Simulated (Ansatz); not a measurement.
Computed properties of SiO2

```yaml
crystal:
  lattice:
    - [-2.37405, 2.37405, 3.74400]
    - [2.37405, -2.37405, 3.74400]
    - [2.37405, 2.37405, -3.74400]
  atoms:
    - { symbol: Si, position: [0.00000, 0.00000, 0.00000] }
    - { symbol: Si, position: [0.75000, 0.25000, 0.50000] }
    - { symbol: O, position: [0.99838, 0.62500, 0.87338] }
    - { symbol: O, position: [0.37500, 0.24838, 0.37338] }
    - { symbol: O, position: [0.75162, 0.12500, 0.12662] }
    - { symbol: O, position: [0.87500, 0.00162, 0.62662] }
```

Atoms are numbered in the order listed.

The cell is COD entry 9006285, as deposited and not checked against the literature; nothing was relaxed.

Levels of theory: DFT, PBEsol, all-electron LAPW, scalar-relativistic (Ansatz 0.2.0); DFT, PBEsol, PAW with Ansatz's default frozen-core files, scalar-relativistic (Ansatz 0.2.0); DFT, PBEsol, all-electron PAW with datasets made for the crystal, scalar-relativistic (Ansatz 0.2.0).

For LAPW: a Γ-centred 7×7×7 k mesh, Fermi–Dirac smearing of 0.03 eV, basis error target 1 meV/atom, no spin polarisation. PAW takes a cutoff of 420 eV at this cell (files made with PBE, cores remade for this functional). The crystal-made all-electron datasets (AE datasets) take a cutoff of 540 eV at this cell. The Ansatz runs share mesh, smearing and spin set-up. Values come from LAPW unless marked.

```
Field gradients Vzz (crystal-made datasets)                                                                            : Si1 -0.61 (η = 0.00), O3 8.51 (η = 0.32) in 10²¹ V/m²
Stress xx, yy, zz (compression positive)                                                                               : 1.69, 1.69, -0.36 GPa
Löwdin charges (with 0.45 e of the cell spilling out of the atomic basis, so their sizes and signs hang on that basis) : Si1 1.78, O3 -0.78 e
Bader charges (from the PAW run)                                                                                       : Si1 +3.28, O3 -1.64 e
Volume per atom                                                                                                        : 14.07 Å³
```

**Question.** Predict this quantity. Pressure at this cell.

**Answer.** 1.01 GPa.

**Question.** Give the computed value. Largest force.

**Answer.** 0.012 eV/Å on O4.

**Question.** Predict this quantity. Band gap.

**Answer.** 5.98 eV, direct at Γ.
